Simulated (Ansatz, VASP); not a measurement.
This is a calculation of Pb for Ansatz 0.2.0.

Contents of input.yaml:

```yaml
crystal:
  lattice:
    - [2.9765770244, -1.7145891186, 0.0]
    - [2.9765770244, 1.7145891186, 0.0]
    - [-2.0722778132, 0.0, 5.9707976096]
  atoms:
    - { symbol: Pb, position: [0.90850841, 0.90850841, 0.7262922] }
    - { symbol: Pb, position: [0.09149159, 0.09149159, 0.2737078] }
hamiltonian:
  xc: pbe
  pseudopotentials: { kind: paw }
kpoints:
  mp_grid: { grid: [9, 9, 5] }
scf:
  occupations: { method: fermi_dirac, width: 0.05 }
output:
  forces: true
  stress: true
  eigenvalues: true
```

Potentials or basis: Ansatz PAW.

Run with:

```console
$ ansatz run input.yaml --threads 2 --pin off --max-ram 5120MiB --backend cpu --events-out ev --progress --plain --runs-dir out
```

Problem. Translate it to VASP 6.6.1. Potentials there: VASP PAW PBE potentials, release 64 (Pb_d).

Solution. As run (the cutoff follows the program's own potentials):

INCAR

```
PREC = Accurate
ENCUT = 520
EDIFF = 1E-7
ISMEAR = -1
SIGMA = 0.05
LREAL = F
LASPH = T
NELM = 100
ALGO = Normal
ISIF = 2
LWAVE = F
LCHARG = F
GGA = PE
NBANDS = 21
```

The input KPOINTS:

```
Automatic mesh
0
Gamma
  9 9 5
```

File POSCAR:

```
Pb
1.0
    2.9765770244     -1.7145891186      0.0000000000
    2.9765770244      1.7145891186      0.0000000000
   -2.0722778132      0.0000000000      5.9707976096
Pb
2
Direct
    0.9085084100      0.9085084100      0.7262922000
    0.0914915900      0.0914915900      0.2737078000
```

Potentials or basis: VASP PAW PBE potentials, release 64 (Pb_d).

Run with:

```bash
$ cat potpaw_PBE.64/Pb_d/POTCAR > POTCAR
$ mpirun -np 1 vasp_std > vasp.out
```

Both were run:

|  | VASP | Ansatz | Ansatz less VASP |
| --- | --- | --- | --- |
| gap on the k mesh at the Fermi level (eV) | none | none | - |
| pressure (GPa) | 3.7 | 3.8 | +0.06 |
| largest component of the traceless stress (GPa) | 0.09 | 0.09 | +0.004 |
| rms of the force components (eV/Å) | 0.034 | 0.034 | +0.0002 |

Atom by atom the forces differ by 0.000 eV/Å (rms over components). A gap of «none» marks a metal or a gap that the smearing closes.

The runs have no spin-orbit coupling, so splittings on Pb are missing.
